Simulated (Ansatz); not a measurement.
SiO2 with nitrogen replacing O: do the settings matter for the field gradients?

This input was run with Ansatz:

```yaml
crystal:
  lattice:
    - [-5.1085, 3.97895, 2.47825]
    - [10.217, -7.9579, 4.9565]
    - [5.1085, 3.97895, -2.47825]
  atoms:
    - { symbol: Si, position: [0.8566, 0.300915, 0.45843] }
    - { symbol: Si, position: [0.8566, 0.800915, 0.45843] }
    - { symbol: Si, position: [0.1434, 0.199085, 0.54157] }
    - { symbol: Si, position: [0.1434, 0.699085, 0.54157] }
    - { symbol: Si, position: [0.8566, 0.449085, 0.75477] }
    - { symbol: Si, position: [0.8566, 0.949085, 0.75477] }
    - { symbol: Si, position: [0.1434, 0.050915, 0.24523] }
    - { symbol: Si, position: [0.1434, 0.550915, 0.24523] }
    - { symbol: O, position: [0.87536, 0.38205, 0.26992] }
    - { symbol: O, position: [0.87536, 0.88205, 0.26992] }
    - { symbol: O, position: [0.49418, 0.30272, 0.73008] }
    - { symbol: O, position: [0.49418, 0.80272, 0.73008] }
    - { symbol: O, position: [0.87536, 0.05272, 0.61126] }
    - { symbol: O, position: [0.87536, 0.55272, 0.61126] }
    - { symbol: O, position: [0.49418, 0.13205, 0.38874] }
    - { symbol: O, position: [0.49418, 0.63205, 0.38874] }
    - { symbol: "N", position: [0.9661, 0.395785, 0.67453] }
    - { symbol: O, position: [0.9661, 0.895785, 0.67453] }
    - { symbol: O, position: [0.11704, 0.145785, 0.32547] }
    - { symbol: O, position: [0.11704, 0.645785, 0.32547] }
    - { symbol: O, position: [0.09431, 0.297155, 0.5] }
    - { symbol: O, position: [0.09431, 0.797155, 0.5] }
    - { symbol: O, position: [0.09431, 0.047155, 0.0] }
    - { symbol: O, position: [0.09431, 0.547155, 0.0] }
total_charge: -2
kpoints:
  mp_grid: { grid: [4, 2, 3] }
scf:
  occupations: { method: fermi_dirac, width: 0.01 }
hamiltonian:
  xc: pbe
  pseudopotentials: { kind: paw }
output:
  forces: true
  stress: true
  populations: true
  efg:
    quadrupole_moments_barn: { O: -0.02558, "N": 0.02044 }
    contact_densities: true
accuracy: low
```

It converged. Of its output the block on the nuclei alone is shown, without the SCF iterations, energies, forces and stress (one atom of each set, the first 14 sets):

```
--- PAW observables at the nuclei: V_zz in 10²¹ V/m², potentials from the cell's mean, atoms counted from 1 ---
  atom   1  Si V_zz =    -4.152293   η = 0.0418   by run symmetry: allowed
            electrostatic potential = -1353.957209 V   contact ρ = 12802.846605 e/Å³
  atom   2  Si V_zz =    +0.715161   η = 0.7087   by run symmetry: allowed
            electrostatic potential = -1351.886577 V   contact ρ = 12802.408859 e/Å³
  atom   3  Si V_zz =    +0.798252   η = 0.9658   by run symmetry: allowed
            electrostatic potential = -1352.248558 V   contact ρ = 12802.120728 e/Å³
  atom   4  Si V_zz =    +0.826588   η = 0.1493   by run symmetry: allowed
            electrostatic potential = -1352.057319 V   contact ρ = 12802.252996 e/Å³
  atom   5  Si V_zz =    -4.139212   η = 0.0638   by run symmetry: allowed
            electrostatic potential = -1353.944571 V   contact ρ = 12802.839262 e/Å³
  atom   6  Si V_zz =    +0.712034   η = 0.7634   by run symmetry: allowed
            electrostatic potential = -1351.888561 V   contact ρ = 12802.380375 e/Å³
  atom   7  Si V_zz =    +0.752666   η = 0.3572   by run symmetry: allowed
            electrostatic potential = -1352.056006 V   contact ρ = 12802.258486 e/Å³
  atom   8  Si V_zz =    +0.889293   η = 0.7862   by run symmetry: allowed
            electrostatic potential = -1352.243153 V   contact ρ = 12802.087926 e/Å³
  atom   9  O  V_zz =    +8.921604   η = 0.3387   by run symmetry: allowed   C_q = -5.5182 MHz
            electrostatic potential = -617.041866 V   contact ρ = 2154.434534 e/Å³
  atom  10  O  V_zz =    +8.728264   η = 0.3193   by run symmetry: allowed   C_q = -5.3986 MHz
            electrostatic potential = -616.346908 V   contact ρ = 2155.229048 e/Å³
  atom  11  O  V_zz =    +8.542566   η = 0.4172   by run symmetry: allowed   C_q = -5.2838 MHz
            electrostatic potential = -617.007325 V   contact ρ = 2154.616600 e/Å³
  atom  12  O  V_zz =    +8.690745   η = 0.3480   by run symmetry: allowed   C_q = -5.3754 MHz
            electrostatic potential = -616.388766 V   contact ρ = 2155.174855 e/Å³
  atom  13  O  V_zz =    +8.623365   η = 0.3356   by run symmetry: allowed   C_q = -5.3337 MHz
            electrostatic potential = -616.380498 V   contact ρ = 2155.073179 e/Å³
  atom  14  O  V_zz =    +8.977906   η = 0.3235   by run symmetry: allowed   C_q = -5.5530 MHz
            electrostatic potential = -616.992769 V   contact ρ = 2154.549685 e/Å³
```

Question: Can these gradients be trusted, and how do they compare with a run on standard settings?

Answer: Not as converged values. Against the standard input the change is `total_charge`: -1 → -2; `accuracy`: not typed → low. A site carries the number of its first atom; V_zz in 10²¹ V/m².

| site | atom | V_zz standard | η standard | V_zz here | η here |
| --- | --- | --- | --- | --- | --- |
| Si1 | 1 | -4.15 | 0.02 | -4.15 | 0.04 |
| Si2 | 2 | 0.75 | 0.48 | 0.72 | 0.71 |
| Si5 | 5 | -4.14 | 0.08 | -4.14 | 0.06 |
| Si6 | 6 | 0.72 | 0.64 | 0.71 | 0.76 |
| O9 | 9 | 9.06 | 0.34 | 8.92 | 0.34 |
| O10 | 10 | 8.76 | 0.30 | 8.73 | 0.32 |
| O11 | 11 | 8.71 | 0.41 | 8.54 | 0.42 |
| O14 | 14 | 9.11 | 0.31 | 8.98 | 0.32 |
| N | 17 | 2.64 | 0.24 | 2.65 | 0.27 |
| O18 | 18 | 8.95 | 0.28 | 8.80 | 0.26 |
| O21 | 21 | 8.92 | 0.30 | 8.96 | 0.28 |
| O22 | 22 | 9.56 | 0.12 | 9.44 | 0.16 |

The largest change of V_zz is on O11, from 8.71 to 8.54. In per cent, |V_zz| changes by 0 on Si, -2 to 0 on O, +1 on N (all sites that start above 2). Where |V_zz| stays above 0.1, η moves most on Si2, from 0.48 to 0.71. The table leaves out 12 of the 24 sites, with |V_zz| up to 9.37; their tensors move by 0.19 at most along any direction. The statements above cover all sites. The changed cell holds a charge of -2 on a uniform background, so it isn't the same centre. It has an odd number of electrons and no spin polarisation, so the extra carrier is shared by both spins and spread out, where a real one carries spin and can localise. The gap no longer holds the Fermi energy in the changed run, so its gradients also hang on the k-mesh and the smearing. SCF iterations: 9 and 10. In the changed run the accuracy preset is low, so its values aren't converged ones.

On the reference run: The defect repeats with the cell of 24 atoms, so it feels its images: sites between two images don't show the values beside a lone defect, and zeros or small values of η there can come from the images' arrangement. O and Si carry a gradient in the pure host already, so the values there aren't the defect's effect alone. A uniform background compensates the cell's charge. The neighbours have not yet relaxed around the defect (largest force 3.0 eV/Å), so a real crystal will differ.
